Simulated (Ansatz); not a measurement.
From formation energies to a reaction energy: Na4I

Computed with DFT PBE, scalar-relativistic, plane waves, PAW (Ansatz 0.2.0). All cells share a 420 eV cutoff and Γ-centred k meshes spaced at most about 0.3 Å⁻¹ (about 0.25 or finer for metals, 2π included). No spin polarisation.

Formation energies are uncorrected and refer to the elements' standard structures at the same level.

These are static total energies at zero pressure. These runs have no spin–orbit coupling, which can matter for I. The reference form of I is held partly by dispersion forces, which this level lacks.

A trial structure of Na4I (reached from: random cell; relaxed: space group Pm-3m (No. 221), a = 6.067 Å) has a formation energy of -0.061 eV/atom. At its composition the lowest mixture among the elements and 1 reference phase computed alike (others may be missing) consists of these:

| phase | source | ΔE_f (eV/atom) |
| --- | --- | --- |
| Na (solid) | element | -0.001 |
| NaI (Fm-3m) | COD | -1.280 |

The lowest database cell of Na (-0.001) lies slightly below the reference, hence the non-zero entry.

**Question.** Write the balanced decomposition and find its energy per atom, per formula unit and per mole of formula units.

**Answer.** Balancing Na and I gives Na4I → 3 Na + NaI. The left side holds 5 atoms, and the products take 3/5 (Na) and 2/5 (NaI) of them. The mixture therefore lies at 3/5 × (-0.001) + 2/5 × (-1.280) = -0.513 eV/atom. The reaction energy is -0.513 − (-0.061) = -0.452 eV/atom. Times 5 atoms that is -2.260 eV per Na4I, and times 96.485 it is -218 kJ per mole of Na4I. Decomposition is downhill, so the trial structure is unstable against this mixture.
